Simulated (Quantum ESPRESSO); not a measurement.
## SnTe under changes of volume

One of the cells (31.281 Å³/atom); the others are scaled copies at fixed shape and fractional positions:

```
CELL_PARAMETERS angstrom
0.00000 3.15085 3.15085
3.15085 0.00000 3.15085
3.15085 3.15085 0.00000
ATOMIC_POSITIONS crystal
Te 0.50000 0.50000 0.50000
Sn 0.00000 0.00000 0.00000
```

| Quantity | Value |
| --- | --- |
| Program | Quantum ESPRESSO 7.5 |
| Functional | rPW86PBE |
| Dispersion | rVV10 |
| Potentials or basis | PseudoDojo 0.4.1 SR PBE standard |
| Cutoff | 1088 eV |
| Density cutoff | 4354 eV |
| k mesh | 7 × 7 × 7 |
| Occupations | fermi-dirac, width 0.05 eV |
| Spin | no spin polarisation |

| volume (Å³/atom) | energy over the lowest point (meV/atom) | pressure (GPa) |
| --- | --- | --- |
| 29.404 | ? | ? |
| 30.030 | 65.32 | 6.2 |
| 30.656 | 43.47 | 4.9 |
| 31.281 | 26.46 | 3.7 |
| 31.907 | 13.80 | 2.6 |
| 32.532 | 5.12 | 1.7 |
| 33.158 | 0.00 | 0.8 |

Task: What does the run at 29.404 Å³/atom give?

Result: Energy over the lowest point 92.50 meV/atom; pressure 7.6 GPa.

Worked out: A Birch-Murnaghan fit of order 3 (a polynomial in V^(-2/3)) to the other rows has its minimum at 33.85 Å³/atom, just outside them, with B0 = V·E''(V) = 40 GPa and B' = 4.2. It gives 92.52 meV/atom at 29.404 Å³/atom, against the run's 92.50, and -dE/dV = 7.7 GPa, against 7.6.

Energies are extrapolated to zero smearing.

Caveats: the potentials were made for another functional, which shifts forces and pressure.
